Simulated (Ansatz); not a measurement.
## Anharmonic phonons and stability of GaAs (F-43m)

Wanted: self-consistent phonon frequencies, thermal pressure and a stability verdict for GaAs.

Calculated with Ansatz 0.2.0; DFT PBE, scalar-relativistic, plane waves, PAW; PAW set soft_1.

## 1. Starting point

The structure is cubic, space group F-43m (No. 216). Conventional cell: a = 5.654 Å, b = 5.654 Å, c = 5.654 Å, α = 90.00°, β = 90.00°, γ = 90.00°. Ga has 4 As at 2.45 Å nearest. Nearest to As lie 4 Ga at 2.45 Å. Farther neighbours are not listed.

## 2. Probe on a coarse mesh

Before spending time, one coarse run tells the gap and the pressure of the starting cell.

The input, input.yaml:

```yaml
crystal:
  lattice:
    - [0.0, 2.82685, 2.82685]
    - [2.82685, 0.0, 2.82685]
    - [2.82685, 2.82685, 0.0]
  atoms:
    - { symbol: Ga, position: [0.0, 0.0, 0.0] }
    - { symbol: As, position: [0.25, 0.25, 0.25] }
kpoints:
  mp_grid: { grid: [6, 6, 6] }
hamiltonian:
  xc: pbe
  pseudopotentials: { kind: paw, azcp: { folder: soft_1 } }
scf:
  occupations: { method: gaussian, width: 0.1 }
  lower_state_search: "off"
output:
  forces: true
  stress: true
  eigenvalues: true
```

Started as:

```bash
> ansatz run input.yaml --threads 8 --pin off --max-ram 16384MiB --backend cpu --events-out ev --progress --plain --runs-dir out
```

Numbers of over 12 decimals in the logs are rounded to 6 here.

Output:

```text
Engine: ansatz 0.2.0, aarch64-unknown-linux-gnu
Pseudopotentials: kind: paw
Pseudopotential: Ga, paw, valence charge 13, recommended cutoff 420 eV (normal), soft_1/Ga.paw.azcp
Pseudopotential: As, paw, valence charge 15, recommended cutoff 420 eV (normal), soft_1/As.paw.azcp
Functional definition: PBE
  parameter kappa = 0.804
  parameter beta = 0.066725
  exchange = pbe_x(kappa = kappa, mu = beta*pi^2/3)
  correlation = pbe_c(beta = beta)
Crystal: 2 atoms, lattice volume = 45.179 Å³
Basis set: ecut = 420 eV, 893 PW (Γ), exchange–correlation on 54×54×54 points (8 copies of the dense FFT grid, shifted against one another)
Bands: 18, of which v1, the nominal top of the filled ones, is band 14 counted from 1 (13 counted from 0)
Symmetry: 24 space group operations
Space group: F-43m (ITA 216), of the structure as read, at distance tolerance 3.6e-5 Å
k-points: 16 of 216 (time reversal used)
Non-local potential: Ga, projectors of the file, l = 0: 2, l = 1: 2, l = 2: 3, l = 3: 1
Non-local potential: As, projectors of the file, l = 0: 2, l = 1: 2, l = 2: 3, l = 3: 1
PAW form: soft (Blöchl's): semilocal exchange-correlation on the pseudo side does not see the compensation charge
PAW one-centre angular grid: Ga, 590 points (default); XC on 64 Gauss nodes
PAW one-centre angular grid: As, 590 points (default); XC on 64 Gauss nodes
Initial density: superposition of atomic densities (chi_scale 0.1, normalization cell, long waves kept (reshape's long-wave potential 0.00 eV rms))
Initial wavefunctions: pseudopotential atomic-orbital guess
Functional: x = pbe(κ = 0.804, μ = 0.219515), c = pbe(β = 0.066725)
SCF iter   1: F=—  HF=-8639.912346 eV  |F-HF|=—  |Δ(HF+E_count)|=         —  Δρ=4.43e-2  dr2=4.95e-1  ethr=3.10e-3  ⟨swp⟩=5.2  Hψ=1385  notcnv=0
preconditioner: auto → none  [insulator: Δε(μ)=0.521 eV  Ē_g=15.728 eV  σ=0.100 eV  W_gap=1.00  n_scr=14 (ndim 8)  ℏωp=23.4 eV  f_vac=0.001  D(μ)=0.00/eV (n_scr^D=0)  ε∞_Penn≈3.2]
SCF iter   2: F=—  HF=-8639.839476 eV  |F-HF|=—  |Δ(HF+E_count)|=   7.29e-2  Δρ=1.89e-2  dr2=9.03e-2  ethr=1.77e-3  ⟨swp⟩=2.0  Hψ=479  notcnv=0
SCF iter   3: F=—  HF=-8639.834054 eV  |F-HF|=—  |Δ(HF+E_count)|=   5.42e-3  Δρ=6.10e-3  dr2=9.46e-3  ethr=3.22e-4  ⟨swp⟩=2.1  Hψ=497  notcnv=0
SCF iter   4: F=—  HF=-8639.826208 eV  |F-HF|=—  |Δ(HF+E_count)|=   7.85e-3  Δρ=9.43e-4  dr2=1.37e-4  ethr=3.38e-5  ⟨swp⟩=2.0  Hψ=494  notcnv=0
SCF iter   5: F=—  HF=-8639.826303 eV  |F-HF|=—  |Δ(HF+E_count)|=   9.50e-5  Δρ=2.45e-4  dr2=1.85e-5  ethr=4.90e-7  ⟨swp⟩=2.0  Hψ=513  notcnv=0
SCF iter   6: F=—  HF=-8639.826303 eV  |F-HF|=—  |Δ(HF+E_count)|=   8.62e-8  Δρ=7.50e-5  dr2=1.32e-6  ethr=6.62e-8  ⟨swp⟩=2.0  Hψ=512  notcnv=0
SCF iter   7: F=-8639.826303 eV  HF=-8639.826303 eV  |F-HF|=1.96e-8  |Δ(HF+E_count)|=   8.43e-8  Δρ=1.07e-5  dr2=3.82e-8  ethr=3.57e-10  ⟨swp⟩=3.7  Hψ=1345  notcnv=0
SCF 1 converged in 7 iterations: F = -8639.826303 eV  dr2 = 3.82e-8
  greatest PAW one-centre occupation: 0.999 electrons in one spin orbital (limit 2), on the As atom at site 1 (counted from 0), in its partial waves of l = 2
SCF converged after 7 iterations
Free energy (F): -8639.826303 eV
Harris-Foulkes:  -8639.826303 eV  (|F-HF|=1.96e-8)
Internal energy: -8639.826302 eV  (E = F + TS)
E sigma→0 (E₀):  -8639.826303 eV
Entropy (-TS):   -0.000001 eV (-0.001 meV/atom)
Fermi energy:    8.201060 eV
--- Per-component energies (eV) ---
  E_band       = -319.051916
  E_kinetic    = 210.016467
  E_local      = -3658.499599  (includes V_loc(G=0)·N_el)
  E_nonlocal   = -486.159566
  E_hartree    = 2132.556839
  E_xc         = -133.989297
  E_vxc        = -130.083920  (∫ρ·V_xc dr)
  E_paw        = -4005.023120  (= ΣΔE_a)
  E_vpaw       = -519.429490  (= ΣTr[D̂ρ^β])
  E_aug_tail   = -0.000239  (compensation charges beyond the density's cutoff)
  E_ewald      = -2698.727786
  E_smearing   = -0.000001  (= −TS)
  E_closure    = -0.000000  (closes the sum)
  Σ components = -8639.826303   (vs F -8639.826303, Δ=0.00e0)
--- Forces (eV/Å), atoms counted from 1 ---
  atom   1  Ga    -0.00000000     0.00000000     0.00000000
  atom   2  As    -0.00000000    -0.00000000    -0.00000000
  max |Σ_I F_I| component: 2.31e-17 eV/Å
--- Stress (GPa, compression-positive) ---
        3.280221      -0.000000      -0.000000
       -0.000000       3.280221       0.000000
       -0.000000       0.000000       3.280221
  P = ⅓ Tr σ = 3.2802 GPa (32.802 kbar)
--- Band table (eV; the first three rows and the last of 16) ---
  k-point 0: bands = [... 10 lower, -4.7939, 7.9331, 7.9331, 7.9331, 8.4491, 11.6676, 11.6676, 11.6676]
  k-point 1: bands = [... 10 lower, -4.4733, 5.2230, 7.5527, 7.5527, 9.5664, 12.2146, 12.2146, 12.6171]
  k-point 2: bands = [... 10 lower, -3.6463, 2.5585, 7.0068, 7.0068, 9.1504, 12.6339, 12.6339, 15.1832]
  k-point 15: bands = [... 10 lower, -2.2491, 1.2558, 4.5909, 4.7343, 11.2099, 11.3881, 15.0493, 15.3507]
```

Wall time 0.8 s (8 threads of Arm Neoverse V2, shared host); peak memory 0.33 GiB.

The column dr2 measures how far the density is from self-consistency, as an energy; F and HF (Harris–Foulkes) agree once it is small.

Numbers from this step:

```yaml
pressure: 3.280 GPa
volume_per_atom: 22.59 Å³/atom
gap_on_the_k_mesh: 0.5160 eV
```

The start is under 3.3 GPa at this level and looks like an insulator or semiconductor on this mesh.

## 3. Finding the static equilibrium

The vibrations must be taken about the equilibrium of this functional, not about the starting cell, so the structure is relaxed.

input.yaml, the sections that differ from step 2:

```yaml
kpoints:
  mp_grid: { grid: [12, 12, 12] }
scf:
  occupations: { method: gaussian, width: 0.02 }
  lower_state_search: "off"
output:
  forces: true
  stress: true
  eigenvalues: true
  write_density: true
  write_potential: true
  elf: true
  volumetric_format: npy
relax:
  adjacent_minimum: "off"
  f_tol: 0.005
  max_steps: 80
  cell: { stress_tol: 0.05 }
# crystal, hamiltonian: as in step 2
```

Output:

```text
[...]
Crystal: 2 atoms, lattice volume = 45.179 Å³
Basis set: ecut = 420 eV, 893 PW (Γ), exchange–correlation on 54×54×54 points (8 copies of the dense FFT grid, shifted against one another)
Bands: 18, of which v1, the nominal top of the filled ones, is band 14 counted from 1 (13 counted from 0)
Symmetry: 24 space group operations
[...]
k-points: 72 of 1728 (time reversal used)
[...]
SCF iter   1: F=—  HF=-8639.935725 eV  |F-HF|=—  |Δ(HF+E_count)|=         —  Δρ=4.37e-2  dr2=4.80e-1  ethr=3.10e-3  ⟨swp⟩=6.0  Hψ=6237  notcnv=0
[...]
SCF iter   7: F=-8639.850943 eV  HF=-8639.850943 eV  |F-HF|=2.00e-8  |Δ(HF+E_count)|=   1.27e-7  Δρ=1.08e-5  dr2=3.64e-8  ethr=3.57e-10  ⟨swp⟩=9.8  Hψ=11343  notcnv=0
SCF 1 converged in 7 iterations: F = -8639.850943 eV  dr2 = 3.64e-8
  Residual-converged pass: ⟨swp⟩=1.0  Hψ=1586  notcnv=0  max |occ|·‖R‖ = 7.0e-9 eV (tolerance 1.0e-8 eV)  dr2=3.64e-8  dr2_onsite=8.08e-8  max |Δocc| = 6.3e-83
[...]
relax step   1: F+E_penalty+E_count = -8639.85094345 eV  Δ(F+E_penalty+E_count) = +0.000e0 eV  max|allowed force component| = 3.180e-18 eV/Å  Δτ_max = 0.0000 Å  P = +3.313 GPa  Ω = 45.179 Å³  (7 SCF iters, dr2 threshold 1.00e-7 eV, accepted)
Crystal: 2 atoms, lattice volume = 46.959 Å³
Basis set: ecut = 420 eV, 941 PW (Γ), exchange–correlation on 54×54×54 points (8 copies of the dense FFT grid, shifted against one another)
[...]
iter 1 solved again at ethr=4.81e-6 eV; its pass at ethr=3.10e-3 eV (dr2=1.35e-3 eV) is discarded
[...]
SCF iter   5: F=-8639.871869 eV  HF=-8639.871869 eV  |F-HF|=1.48e-7  |Δ(HF+E_count)|=   1.09e-6  Δρ=1.85e-5  dr2=1.89e-7  ethr=7.14e-10  ⟨swp⟩=10.8  Hψ=12158  notcnv=0
SCF 2 converged in 5 iterations: F = -8639.871869 eV  dr2 = 1.89e-7
relax step   2: F+E_penalty+E_count = -8639.87186907 eV  Δ(F+E_penalty+E_count) = -2.093e-2 eV  max|allowed force component| = 1.059e-17 eV/Å  Δτ_max = 0.0000 Å  P = +0.617 GPa  Ω = 46.959 Å³  energy of the carried Pulay correction = -3.655e-4 eV  (5 SCF iters, dr2 threshold 2.00e-7 eV, accepted)
Crystal: 2 atoms, lattice volume = 47.386 Å³
[...]
SCF iter   4: F=-8639.872671 eV  HF=-8639.872671 eV  |F-HF|=5.29e-8  |Δ(HF+E_count)|=   7.39e-7  Δρ=1.34e-5  dr2=6.00e-8  ethr=7.14e-10  ⟨swp⟩=11.7  Hψ=12322  notcnv=0
SCF 3 converged in 4 iterations: F = -8639.872671 eV  dr2 = 6.00e-8
relax step   3: F+E_penalty+E_count = -8639.87267127 eV  Δ(F+E_penalty+E_count) = -8.022e-4 eV  max|allowed force component| = 5.240e-18 eV/Å  Δτ_max = 0.0000 Å  P = +0.052 GPa  Ω = 47.386 Å³  energy of the carried Pulay correction = -4.512e-4 eV  (4 SCF iters, dr2 threshold 2.00e-7 eV, accepted)
[...]
relax step   4: F+E_penalty+E_count = -8639.87267006 eV  Δ(F+E_penalty+E_count) = +1.207e-6 eV  max|allowed force component| = 4.608e-18 eV/Å  Δτ_max = 0.0000 Å  P = +0.001 GPa  Ω = 47.426 Å³  energy of the carried Pulay correction = -4.592e-4 eV  (4 SCF iters, dr2 threshold 6.82e-9 eV, accepted)
Basis set: ecut = 420 eV, 941 PW (Γ), exchange–correlation on 60×60×60 points (8 copies of the dense FFT grid, shifted against one another)
[...]
SCF iter   6: F=-8639.873129 eV  HF=-8639.873129 eV  |F-HF|=5.64e-11  |Δ(HF+E_count)|=   6.22e-9  Δρ=1.97e-7  dr2=1.49e-11  ethr=1.00e-12  ⟨swp⟩=4.0  Hψ=6111  notcnv=0
SCF 5 converged in 6 iterations: F = -8639.873129 eV  dr2 = 1.49e-11
relax step   5: F+E_penalty+E_count = -8639.87312884 eV  Δ(F+E_penalty+E_count) = -4.588e-4 eV  max|allowed force component| = 5.023e-18 eV/Å  Δτ_max = 0.0000 Å  P = +0.001 GPa  Ω = 47.426 Å³  stress off target by 8.47e-4 GPa  SCF on the basis re-selected at this cell (its energy is not comparable with the rows above)  (6 SCF iters)
basis re-selected at this cell: Δ(F+E_penalty+E_count) = -4.588e-4 eV, ΔP = -0.000 GPa vs the last step (what re-selecting the basis moved, of the pressure what is left beyond the Pulay correction that the steps carried, after the strain that the cell walked since its last selection, with what the two solves' SCF thresholds leave and, on support functions, any second-order correction that the steps lacked; it is no measure of the basis error at this ecutwfc). The dense FFT grid was sized anew with the basis: this SCF ran on 30×30×30 points, the steps before it on 27×27×27, so part of this shift can come from that change (see relax.cell in the input reference). [rest of the remark cut]
SCF converged after 6 iterations
Free energy (F): -8639.873129 eV
[...]
Internal energy: -8639.873129 eV  (E = F + TS)
E sigma→0 (E₀):  -8639.873129 eV
Fermi energy:    7.374947 eV
[...]
--- Stress (GPa, compression-positive) ---
        0.000847      -0.000000      -0.000000
       -0.000000       0.000847       0.000000
       -0.000000       0.000000       0.000847
  P = ⅓ Tr σ = 0.0008 GPa (0.008 kbar)
--- Band table (eV; the first three rows and the last of 72) ---
  k-point 0: bands = [... 10 lower, -5.0960, 7.2929, 7.2929, 7.2929, 7.4543, 11.0194, 11.0194, 11.0194]
  k-point 1: bands = [... 10 lower, -5.0199, 6.0126, 7.1884, 7.1884, 8.4032, 11.1447, 11.1773, 11.1773]
  k-point 2: bands = [... 10 lower, -4.7982, 4.5938, 6.9405, 6.9405, 8.7317, 11.5350, 11.5350, 11.8328]
  k-point 71: bands = [... 10 lower, -2.7578, 0.8730, 3.9856, 4.1772, 11.6894, 11.9908, 12.5541, 13.3222]
--- Relaxed structure (4 steps of the walk, 4 accepted, 1 SCFs on fresh bases) ---
  F+E_penalty+E_count = -8639.87312884 eV   max|allowed force component| = 5.023e-18 eV/Å   (the final SCF, on the basis selected at the relaxed cell)
  cell:  # Å, volume = 47.4256 Å³
    - [0, 2.872947, 2.872947]
    - [2.872947, 0, 2.872947]
    - [2.872947, 2.872947, 0]
  atoms:
    - { symbol: Ga, position: [0, 0, 0] }
    - { symbol: As, position: [0.25, 0.25, 0.25] }
```

The job ended after 4 s (8 threads; peak memory 0.49 GiB).

The steps of the relaxation:

```csv
step,energy less that of the first step (eV),largest force component (eV/Å),pressure (GPa),volume (Å³)
1,0.0000,0.0000,3.31,45.18
2,-0.0209,0.0000,0.62,46.96
3,-0.0217,0.0000,0.05,47.39
4,-0.0217,0.0000,0.00,47.43
5*,-0.0222,0.0000,0.00,47.43
```

Relaxation steps marked * repeat the geometry before them on a plane-wave basis chosen anew for their cell, so energy and pressure can jump there.

Forces are held to the 24 operations that the run works with; a distortion that breaks them can't arise in this run.

```csv
"conventional cell, symmetrised",before,after,change
a (Å),5.654,5.746,+1.6 %
b (Å),5.654,5.746,+1.6 %
c (Å),5.654,5.746,+1.6 %
volume (Å³/atom),22.59,23.71,+5.0 %
```

Final coordinates:

```
Ga As
1.0
     0.00000    2.87295    2.87295
     2.87295    0.00000    2.87295
     2.87295    2.87295    0.00000
Ga As
1 1
Direct
  0.00000 0.00000 0.00000
  0.25000 0.25000 0.25000
```

Numbers from this step:

| Item | Value |
| --- | --- |
| pressure | 8.47e-4 GPa |
| gap on the k-mesh | 0.1614 eV |
| volume per atom | 23.71 Å³/atom |

Valence density in the ac plane of a cell with a along [110], b along [-110] and c along [001] of the cube at fractional y = 0.000, with atoms of Ga and As within 0.2 Å of it. It is the smooth field of the valence electrons, not physical close to the nuclei.

Ten steps, logarithmic in the rise over the least value, from '0' (0 e/Å³) to '9' (36 e/Å³), each cell a mean:
```
85211111125873111111137
42112222112432112221123
11123663211111125752111
00126995210001138983110
00125885110000137973100
00012442100000013431000
00001111000000011111000
00000000000000000000000
00000000000000000000000
00000000000000000000000
00000000000000000000000
00000000000000000000000
00000000000000000000000
21000000001221000000012
64100000014652100000125
96210000126984100000148
```
Columns run along a (8.1 Å), rows up along c (5.7 Å), edges of the conventional cell, whose origin can differ from the input's. Atoms in or near the plane, at fractional coordinates: Ga at (0.50, 0.00), Ga at (0.00, 0.00), As at (0.75, 0.75), As at (0.25, 0.75).

ELF in the ac plane of a cell with a along [110], b along [-110] and c along [001] of the cube at fractional y = 0.000, with atoms of Ga and As within 0.2 Å of it. It is the smooth field of the valence electrons, not physical close to the nuclei.

Ten even steps from '_' (0.01) to '@' (0.75), each cell a mean:
```
__..--**%%%%%%%%**--..____::++%%%%%%%%%%++::__
::--++@@@@%%%%@@@@++--::::==##@@%%%%%%@@##==::
--==%%@@##====##@@%%==----**@@@@++--++@@@@**--
--++%%%%++....++%%%%++--==##@@##::..::##@@##==
..==##%%++::::++%%##==..::**%%##--..--##%%**::
__::++####****####++::__..==**####**####**--..
____--**##%%%%##**--______::++##%%%%%%##==..__
____..--++####++--..________::==**##**==::____
______..::----::______________..::--::..______
______________________________________________
..____________________..______________________
::::..____________..::::::..______________..::
----::..________..::--------::__________::----
------::..____..::----------::..______..::----
__::----::....::----::__..::----::..::----::..
..__--==++++++++==--__..__::--++++++++++--::__
```
Columns run along a (8.1 Å), rows up along c (5.7 Å), edges of the conventional cell, whose origin can differ from the input's. Atoms in or near the plane, at fractional coordinates: Ga at (0.50, 0.00), Ga at (0.00, 0.00), As at (0.75, 0.75), As at (0.25, 0.75).

(Continued in part 2 of 2.)

[Logs are printed without paths, hosts, clocks, repeated set-up lines and the standing remarks that a program may print on its own settings, such as how far it seeks lower states.]

[Hosts, paths, dates, database ids (printed as entryN), source tags and the programs' standing remarks are cut or masked in the printed files.]

[A step with changed settings may run another functional than the one named; its input shows which.]
